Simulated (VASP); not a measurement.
A run of VASP 6.6.1:

INCAR

```
  ALGO = Normal
  EDIFF = 1E-6
  ENCUT = 520
  GGA = PS
  ISIF = 2
  ISMEAR = 1
  LASPH = True
  LCHARG = True
  LELF = True
  LREAL = False
  LVHAR = True
  LWAVE = False
  NBANDS = 18
  NELM = 60
  PREC = Accurate
  SIGMA = 0.1
```

KPOINTS

```
k-points
0
Gamma
  5 5 5
```

POSCAR

```
BiTe
1.0
    0.0000000000      3.2350000000      3.2350000000
    3.2350000000      0.0000000000      3.2350000000
    3.2350000000      3.2350000000      0.0000000000
Bi Te
1 1
Direct
    0.0000000000      0.0000000000      0.0000000000
    0.5000000000      0.5000000000      0.5000000000
```

Potentials or basis: VASP PAW PBE potentials, release 64 (Bi_d, Te).

Run with:

```console
$ cat potpaw_PBE.64/Bi_d/POTCAR potpaw_PBE.64/Te/POTCAR > POTCAR
$ mpirun -np 1 vasp_std > vasp.out
```

Hardware: 1 thread of Intel(R) Xeon(R) Platinum 8488C (Sapphire Rapids) (shared host).

Q: Estimate the wall time of this run.

A: It took 12 s on 1 thread of Intel(R) Xeon(R) Platinum 8488C (Sapphire Rapids) (shared host), peak memory 0.2 GiB. Counts: scf iterations 12, k points 10.
